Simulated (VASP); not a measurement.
# MgGaAu: formation energy of B on the Au site

How easily does B on the Au site form in MgGaAu? The host is relaxed first, then a supercell is run with and without the defect. The start is a cell from a database of measured crystal structures.

Calculated with VASP 6.6.1; PBEsol; plane waves and PAW (Au, Ga, Mg), in the first sound run; inputs show where later runs differ.

Most raw output is cut from this account.

## 1. The host crystal

It takes space group P-62m (No. 189, hexagonal). The conventional cell has a = 7.368 Å, b = 7.368 Å, c = 3.374 Å, α = 90.00°, β = 90.00°, γ = 120.00°. Au has 3 Ga at 2.67 Å and 6 Mg at 2.84 Å nearest. Au has 6 Ga at 2.67 Å and 3 Mg at 2.84 Å nearest. Ga has 4 Au at 2.67 Å and 6 Mg at 2.98 to 3.05 Å nearest. Nearest to Mg lie 5 Au at 2.84 Å and 6 Ga at 2.98 to 3.05 Å. Farther neighbours are not listed.

As a file:

```
Au Ga Mg
1.0
     7.36820    0.00000    0.00000
    -3.68410    6.38105    0.00000
     0.00000    0.00000    3.37380
Au Ga Mg
3 3 3
Direct
  0.66667 0.33333 0.50000
  0.33333 0.66667 0.50000
  0.00000 0.00000 0.00000
  0.00000 0.28160 0.50000
  0.71840 0.71840 0.50000
  0.28160 0.00000 0.50000
  0.00000 0.61520 0.00000
  0.38480 0.38480 0.00000
  0.61520 0.00000 0.00000
```

## 2. The host at zero pressure

First cell and atoms are relaxed at a raised cutoff, so that later runs start from this functional's own cell.

File INCAR:

```
SYSTEM = MgGaAu
PREC = Normal
ENCUT = 350
EDIFF = 1E-05
NELM = 120
ISMEAR = 1
SIGMA = 0.15
LREAL = Auto
ALGO = Fast
GGA = PS
NBANDS = 33
LORBIT = 11
LWAVE = .FALSE.
LCHARG = .FALSE.
KPAR = 4
IBRION = 2
NSW = 40
ISIF = 3
EDIFFG = -0.03
POTIM = 0.4
```

File POSCAR:

```
MgGaAu
1.0
    7.3682000000      0.0000000000      0.0000000000
   -3.6841000000      6.3810483802      0.0000000000
    0.0000000000      0.0000000000      3.3738000000
Au Ga Mg
3 3 3
Direct
    0.6666666667      0.3333333333      0.5000000000
    0.3333333333      0.6666666667      0.5000000000
    0.0000000000      0.0000000000      0.0000000000
    0.0000000000      0.2816000000      0.5000000000
    0.7184000000      0.7184000000      0.5000000000
    0.2816000000      0.0000000000      0.5000000000
    0.0000000000      0.6152000000      0.0000000000
    0.3848000000      0.3848000000      0.0000000000
    0.6152000000      0.0000000000      0.0000000000
```

File KPOINTS:

```
Automatic mesh
0
Gamma
3 3 5
0 0 0
```

Potentials, in the order of the species: Au, Ga and Mg (PBE family, release 64).

The run is started by

```bash
$ mpirun -np 4 vasp_std
```

It took 31 s on 4 MPI ranks of Intel Xeon 6975P-C (Granite Rapids), shared host; peak memory 0.64 GiB.

The k-mesh is coarse for a metal. The PAW data sets were made with PBE, which is usual practice but a small mismatch for other functionals. The data set Ga keeps the semicore shell frozen, which is cheaper and a little less accurate. The run keeps the 12 symmetry operations of its start, so it cannot find a distortion of lower symmetry.

Relaxation path:

```
step  energy less that of the first step (eV)  largest force (eV/Å)  pressure (GPa)  volume (Å³)
   1                                   0.0000                0.0854           -0.84       158.63
   2                                  -0.0199                0.0988            0.03       156.92
   3                                  -0.0331                0.1824            1.29       154.45
   4                                  -0.0477                0.2017            1.14       154.45
   5                                  -0.0932                0.2455            0.67       154.40
   6                                  -0.1323                0.2347            0.14       154.17
   7                                  -0.1337                0.2367            0.21       154.22
   8                                  -0.1400                0.1745           -0.02       154.54
   9                                  -0.1475                0.1229           -0.46       155.13
  10                                  -0.1465                0.1332           -1.27       156.31
  11                                  -0.1496                0.1269           -0.80       155.62
  12                                  -0.1546                0.1178           -0.36       154.93
  13                                  -0.1556                0.1044            0.53       153.51
  14                                  -0.1568                0.1094            0.12       154.11
  15                                  -0.1582                0.0854            0.12       154.12
  16                                  -0.1604                0.0118            0.09       154.14
```

```
conventional cell, symmetrised  before  after  change
                         a (Å)   7.368  7.518  +2.0 %
                         b (Å)   7.368  7.518  +2.0 %
                         c (Å)   3.374  3.149  -6.7 %
              volume (Å³/atom)   17.63  17.13  -2.8 %
```

The atoms that moved most (Å, as changes of fractional coordinates times the final cell):

```
atom      dx      dy     dz  length
 Mg7  -0.040   0.070  0.000   0.081
 Mg8  -0.040  -0.070  0.000   0.081
 Mg9   0.081   0.000  0.000   0.081
 Ga4  -0.038   0.066  0.000   0.076
 Ga5  -0.038  -0.066  0.000   0.076
 Ga6   0.076   0.000  0.000   0.076
```

Final coordinates:

```xyz
9
Lattice="7.5177 0.0000 0.0000 -3.7588 6.5105 0.0000 0.0000 0.0000 3.1492" Properties=species:S:1:pos:R:3 pbc="T T T"
Au    3.7588    2.1702    1.5746
Au    0.0000    4.3403    1.5746
Au    0.0000    0.0000    0.0000
Ga   -1.0967    1.8996    1.5746
Ga    2.6621    4.6109    1.5746
Ga    2.1934    0.0000    1.5746
Mg   -2.3527    4.0751    0.0000
Mg    1.4061    2.4354    0.0000
Mg    4.7055    0.0000    0.0000
```

This step gave:

- electronic cycles: 93
- electrons: 48
- free energy (TOTEN): -31.23 eV
- energy at zero smearing: -31.23 eV
- Fermi energy: 5.755 eV
- labelled metallic, from the levels on this mesh: yes

The run ended after 16 ionic steps, 0.160 eV below its first step, once forces and stress met EDIFFG = -0.03.

An edge changed by 7 % against the database cell. In a metal the coarse mesh may share the blame.

## 3. The perfect supercell

System of this step: MgGaAu. It takes space group P-62m (No. 189, hexagonal). Conventional cell: a = 7.518 Å, b = 7.518 Å, c = 3.149 Å, α = 90.00°, β = 90.00°, γ = 120.00°. Au has 3 Ga at 2.68 Å and 6 Mg at 2.84 Å nearest. Nearest to Au lie 6 Ga at 2.70 Å and 3 Mg at 2.81 Å. Nearest to Ga lie 4 Au at 2.68 to 2.70 Å and 6 Mg at 2.96 to 3.01 Å. Ga has 4 Au at 2.68 to 2.70 Å and 6 Mg at 2.96 to 3.01 Å nearest. Nearest to Mg lie 5 Au at 2.81 to 2.84 Å and 6 Ga at 2.96 to 3.01 Å and 2 Mg at 3.15 Å. Nearest to Mg lie 5 Au at 2.81 to 2.84 Å and 6 Ga at 2.96 to 3.01 Å and 2 Mg at 3.15 Å. Farther neighbours are not listed.

The same cell, mesh and cutoff without the defect give the energy to subtract and, in a gapped host, the band edges to count from, so that most errors cancel.

File INCAR:

```
SYSTEM = MgGaAu
PREC = Normal
ENCUT = 320
EDIFF = 1E-05
NELM = 120
ISMEAR = 1
SIGMA = 0.2
LREAL = Auto
ALGO = Fast
GGA = PS
LORBIT = 11
LWAVE = .FALSE.
LCHARG = .FALSE.
KPAR = 4
```

File POSCAR:

```
MgGaAu
1.0
   -3.7588302299      6.5104849353      3.1492496688
    7.5176604598      0.0000000000      3.1492496688
    7.5176604598     13.0209698706      0.0000000000
Au Ga Mg
12 12 12
Direct
    0.0833333333      0.4166666667      0.1250000000
    0.0833333333      0.4166666667      0.6250000000
    0.5833333333      0.9166666667      0.3750000000
    0.5833333333      0.9166666667      0.8750000000
    0.4166666667      0.0833333333      0.1250000000
    0.4166666667      0.0833333333      0.6250000000
    0.9166666667      0.5833333333      0.3750000000
    0.9166666667      0.5833333333      0.8750000000
    0.0000000000      0.0000000000      0.0000000000
    0.0000000000      0.0000000000      0.5000000000
    0.5000000000      0.5000000000      0.2500000000
    0.5000000000      0.5000000000      0.7500000000
    0.8958862710      0.6041137289      0.1979431355
    0.8958862710      0.6041137289      0.6979431355
    0.3958862710      0.1041137289      0.4479431355
    0.3958862710      0.1041137290      0.9479431355
    0.2500000000      0.2500000000      0.2291137290
    0.2500000000      0.2500000000      0.7291137289
    0.7500000000      0.7500000000      0.4791137290
    0.7500000000      0.7500000000      0.9791137290
    0.1041137289      0.3958862710      0.9479431355
    0.1041137289      0.3958862710      0.4479431355
    0.6041137289      0.8958862710      0.1979431355
    0.6041137289      0.8958862710      0.6979431355
    0.8129628371      0.1870371629      0.4064814186
    0.8129628371      0.1870371629      0.9064814186
    0.3129628371      0.6870371629      0.6564814186
    0.3129628371      0.6870371629      0.1564814186
    0.0000000000      0.0000000000      0.1870371629
    0.0000000000      0.0000000000      0.6870371629
    0.5000000000      0.5000000000      0.4370371629
    0.5000000000      0.5000000000      0.9370371629
    0.6870371629      0.3129628371      0.1564814186
    0.6870371629      0.3129628371      0.6564814185
    0.1870371629      0.8129628371      0.4064814186
    0.1870371629      0.8129628371      0.9064814186
```

File KPOINTS:

```
Automatic mesh
0
Gamma
4 4 3
0 0 0
```

The run is started by

```bash
$ mpirun -np 4 vasp_std
```

The job ended after 88 s (4 MPI ranks; peak memory 2.1 GiB; 5.8 min of CPU time).

This step gave:

```
electronic cycles       : 14
electrons               : 192
free energy (TOTEN)     : -124.5350 eV
energy at zero smearing : -124.5330 eV
Fermi energy            : 5.833 eV
```

Force (size) by element, in eV/Å:

```
element  atoms   mean  spread (r.m.s.)  least  largest
     Au     12  0.014            0.002  0.011    0.016
     Ga     12  0.112            0.002  0.109    0.113
     Mg     12  0.042            0.000  0.041    0.042
```

The atoms with the largest values:

| atom | x, y, z (Å) | force (eV/Å) |
| --- | --- | --- |
| Ga13 | 2.66, 8.41, 4.72 | 0.064, -0.092, 0.004 |
| Ga14 | 6.42, 14.92, 4.72 | 0.064, -0.092, 0.004 |
| Ga15 | 2.66, 8.41, 1.57 | 0.064, -0.092, 0.004 |
| Ga16 | 6.42, 14.92, 1.57 | 0.064, -0.092, 0.004 |
| Ga21 | 9.71, 13.02, 1.57 | -0.112, 0.010, 0.004 |
| Ga22 | 5.95, 6.51, 1.57 | -0.112, 0.010, 0.004 |
| Ga23 | 5.95, 6.51, 4.72 | -0.112, 0.010, 0.004 |
| Ga24 | 9.71, 13.02, 4.72 | -0.112, 0.010, 0.004 |

At this mesh and cutoff the unrelaxed perfect cell keeps forces of up to 0.11 eV/Å, which the defect cells can relax away, so the formation energies come out somewhat too low.

The host is treated as a metal, as its relaxation found a gap under 0.3 eV or none, and only the neutral defect is run.

## 4. Reference B

This step: PBEsol; plane waves and PAW (B) (VASP 6.6.1).

System of this step: B. The structure is trigonal, space group R-3m (No. 166). Conventional cell: a = 4.898 Å, b = 4.898 Å, c = 12.524 Å, α = 90.00°, β = 90.00°, γ = 120.00°. B has 6 B at 1.67 to 1.80 Å nearest. Nearest to B lie 5 B at 1.77 to 1.80 Å.

The reference for B is its crystal, relaxed at the cutoff of the large cell.

File INCAR:

```
SYSTEM = B
PREC = Normal
ENCUT = 320
EDIFF = 1E-05
NELM = 120
ISMEAR = 0
SIGMA = 0.1
LREAL = Auto
ALGO = Fast
GGA = PS
NBANDS = 30
LORBIT = 11
LWAVE = .FALSE.
LCHARG = .FALSE.
KPAR = 4
IBRION = 2
NSW = 25
ISIF = 3
EDIFFG = -0.02
POTIM = 0.4
```

File POSCAR:

```
B
1.0
    2.4491963929      1.4140441968      4.1747204365
   -2.4491963929      1.4140441968      4.1747204365
    0.0000000000     -2.8280883935      4.1747204365
B
12
Direct
    0.0099700400      0.6542851200      0.0099700400
    0.0099700400      0.0099700400      0.6542851200
    0.6542851200      0.0099700400      0.0099700400
    0.3457148800      0.9900299600      0.9900299600
    0.9900299600      0.3457148800      0.9900299600
    0.9900299600      0.9900299600      0.3457148800
    0.2205655700      0.6316348300      0.2205655700
    0.2205655700      0.2205655700      0.6316348300
    0.6316348300      0.2205655700      0.2205655700
    0.3683651700      0.7794344300      0.7794344300
    0.7794344300      0.3683651700      0.7794344300
    0.7794344300      0.7794344300      0.3683651700
```

File KPOINTS:

```
Automatic mesh
0
Gamma
7 7 7
0 0 0
```

Potentials, in the order of the species: B (PBE family, release 64).

The run is started by

```bash
$ mpirun -np 4 vasp_std
```

Elapsed: 20 s, on 4 MPI ranks; peak memory 0.62 GiB; 77 s of CPU time.

The gap is read on the k-mesh alone, so it is an upper bound where the band edges lie off the mesh.

Relaxation path:

| step | energy less that of the first step (eV) | largest force (eV/Å) | pressure (GPa) | volume (Å³) |
| --- | --- | --- | --- | --- |
| 1 | 0.0000 | 0.1751 | -3.36 | 86.75 |
| 2 | -0.0206 | 0.1196 | 0.49 | 85.24 |
| 3 | -0.0206 | 0.1198 | 0.51 | 85.23 |
| 4 | -0.0225 | 0.0977 | -0.02 | 85.19 |
| 5 | -0.0230 | 0.0454 | 0.15 | 85.20 |
| 6 | -0.0233 | 0.0238 | -0.08 | 85.26 |
| 7 | -0.0234 | 0.0167 | -0.04 | 85.25 |

```
conventional cell, symmetrised  before   after  change
                         a (Å)   4.898   4.866  -0.7 %
                         b (Å)   4.898   4.866  -0.7 %
                         c (Å)  12.524  12.474  -0.4 %
              volume (Å³/atom)    7.23    7.10  -1.7 %
```

The atoms that moved most (Å, as changes of fractional coordinates times the final cell):

```
atom      dx      dy      dz  length
  B7   0.010  -0.006   0.002   0.011
  B9  -0.010  -0.006   0.002   0.011
 B10   0.010   0.006  -0.002   0.011
 B11  -0.010   0.006  -0.002   0.011
  B8   0.000   0.011   0.002   0.011
 B12   0.000  -0.011  -0.002   0.011
  B1   0.003  -0.002   0.004   0.005
  B3  -0.003  -0.002   0.004   0.005
```

Final coordinates:

```cif
data_structure
_symmetry_space_group_name_H-M 'P 1'
_symmetry_Int_Tables_number 1
_cell_length_a 5.0180
_cell_length_b 5.0180
_cell_length_c 5.0180
_cell_angle_alpha 58.001
_cell_angle_beta 58.001
_cell_angle_gamma 58.001
_cell_volume 85.25
loop_
_atom_site_label
_atom_site_type_symbol
_atom_site_fract_x
_atom_site_fract_y
_atom_site_fract_z
_atom_site_occupancy
B1 B 0.01073 0.65371 0.01073 1
B2 B 0.01073 0.01073 0.65371 1
B3 B 0.65371 0.01073 0.01073 1
B4 B 0.34629 0.98927 0.98927 1
B5 B 0.98927 0.34629 0.98927 1
B6 B 0.98927 0.98927 0.34629 1
B7 B 0.22205 0.62916 0.22205 1
B8 B 0.22205 0.22205 0.62916 1
B9 B 0.62916 0.22205 0.22205 1
B10 B 0.37084 0.77795 0.77795 1
B11 B 0.77795 0.37084 0.77795 1
B12 B 0.77795 0.77795 0.37084 1
```

Numbers from this step:

```
electronic cycles                               : 35
electrons                                       : 36
free energy (TOTEN)                             : -84.3819 eV
Fermi energy                                    : 6.571 eV
labelled metallic, from the levels on this mesh : no
gap on the k-mesh                               : 1.292 eV
least direct gap on the k-mesh                  : 1.612 eV
```

The run ended after 7 ionic steps, 0.023 eV below its first step, once forces and stress met EDIFFG = -0.02.

Energy at zero smearing: -84.38188 eV.

## 5. Reference Au

This step: PBEsol; plane waves and PAW (Au) (VASP 6.6.1).

System of this step: Au. It takes space group Fm-3m (No. 225, cubic). The conventional cell has a = 4.080 Å, b = 4.080 Å, c = 4.080 Å, α = 90.00°, β = 90.00°, γ = 90.00°. Nearest to Au lie 12 Au at 2.88 Å.

The reference for Au is its crystal, relaxed at the cutoff of the large cell.

Changes to INCAR since step 4:

```diff
@@ -1,2 +1,2 @@
-SYSTEM = B
+SYSTEM = Au
 PREC = Normal
@@ -5,3 +5,3 @@
 NELM = 120
-ISMEAR = 0
+ISMEAR = 1
 SIGMA = 0.1
@@ -10,3 +10,3 @@
 GGA = PS
-NBANDS = 30
+NBANDS = 11
 LORBIT = 11
```

File POSCAR:

```
Au
1.0
    0.0000000000      2.0400000000      2.0400000000
    2.0400000000      0.0000000000      2.0400000000
    2.0400000000      2.0400000000      0.0000000000
Au
1
Direct
    0.0000000000      0.0000000000      0.0000000000
```

File KPOINTS:

```
Automatic mesh
0
Gamma
11 11 11
0 0 0
```

Potentials, in the order of the species: Au (PBE family, release 64).

The run is started by

```bash
$ mpirun -np 4 vasp_std
```

Wall time 2.8 s (4 MPI ranks); peak memory 0.41 GiB; 8.6 s of CPU time.

This run has no spin polarisation. Its electron count is odd, so without a moment it is a metal by construction. The run keeps the 48 symmetry operations of its start, so it cannot find a distortion of lower symmetry.

Little changed from the start: no atom moved by 0.005 Å and no cell edge by 0.1 %.

Numbers from this step:

```
electronic cycles                               : 22
electrons                                       : 11
free energy (TOTEN)                             : -3.937 eV
energy at zero smearing                         : -3.937 eV
Fermi energy                                    : 9.335 eV
labelled metallic, from the levels on this mesh : yes
```

The run ended after 4 ionic steps, 0.000 eV below its first step, once forces and stress met EDIFFG = -0.02.

Energy at zero smearing: -3.93715 eV.

(Continued in part 2 of 2.)

[Lines on the potential files, build, host, timing and source positions are cut from VASP's logs without a mark.]

[Logs are printed without paths, hosts, clocks, repeated set-up lines and the standing remarks that a program may print on its own settings, such as how far it seeks lower states.]

[Hosts, paths, dates, database ids (printed as entryN), source tags and the programs' standing remarks are cut or masked in the printed files.]

[In band tables of VASP the shares of atoms and orbitals are scaled to a sum of 1 inside the atoms' spheres.]

[Runs that stopped without an error message from VASP are left out.]
